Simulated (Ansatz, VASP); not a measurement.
This is a calculation of Bi for Ansatz 0.2.0.

The input input.yaml:

```yaml
crystal:
  lattice:
    - [3.5117019713, -3.1533241543, 0.0]
    - [3.5117019713, 3.1533241543, 0.0]
    - [-1.2685811704, 0.0, 3.1341701374]
  atoms:
    - { symbol: Bi, position: [0.753061, 0.753061, 0.857382] }
    - { symbol: Bi, position: [0.246939, 0.246939, 0.142618] }
hamiltonian:
  xc: pbesol
  pseudopotentials: { kind: paw }
kpoints:
  mp_grid: { grid: [6, 6, 9] }
scf:
  occupations: { method: fermi_dirac, width: 0.05 }
output:
  forces: true
  stress: true
  eigenvalues: true
```

Potentials or basis: Ansatz PAW.

Launch:

```console
$ ansatz run input.yaml --threads 1 --pin off --max-ram 3584MiB --backend cpu --events-out ev --progress --plain --runs-dir out
```

Problem. Translate it to VASP 6.6.1. Potentials there: VASP PAW PBE potentials, release 64 (Bi_d).

Solution. As run (the cutoff follows the program's own potentials):

The input INCAR:

```
  PREC = Accurate
  ENCUT = 520
  EDIFF = 1E-7
  ISMEAR = -1
  SIGMA = 0.05
  LREAL = False
  LASPH = True
  NELM = 60
  ALGO = Normal
  ISIF = 2
  LWAVE = False
  LCHARG = False
  GGA = PS
  NBANDS = 22
```

File KPOINTS:

```
Automatic mesh
0
Gamma
  6 6 9
```

The input POSCAR:

```
Bi
1.0
    3.5117019713     -3.1533241543      0.0000000000
    3.5117019713      3.1533241543      0.0000000000
   -1.2685811704      0.0000000000      3.1341701374
Bi
2
Direct
    0.7530610000      0.7530610000      0.8573820000
    0.2469390000      0.2469390000      0.1426180000
```

Potentials or basis: VASP PAW PBE potentials, release 64 (Bi_d).

Launch:

```sh
$ cat potpaw_PBE.64/Bi_d/POTCAR > POTCAR
$ mpirun -np 1 vasp_std > vasp.out
```

Both were run:

|  | VASP | Ansatz | Ansatz less VASP |
| --- | --- | --- | --- |
| gap on the k mesh at the Fermi level (eV) | none | none | - |
| pressure (GPa) | -3.4 | -3.3 | +0.07 |
| largest component of the traceless stress (GPa) | 0.71 | 0.71 | -0.003 |
| rms of the force components (eV/Å) | 0.048 | 0.049 | +0.0014 |

Atom by atom the forces differ by 0.001 eV/Å (rms over components). A gap of «none» marks a metal or a gap that the smearing closes. With one functional, cell and mesh, what is left measures potentials, basis and numerics.

Caveats: spin-orbit coupling is left out, which moves the levels of the heavy elements; the PAW data sets were made with another functional, which shifts forces and pressure a little (VASP); the PAW data sets come from PBE, with cores solved anew for the run's functional, which leaves a small shift of forces and pressure (Ansatz).
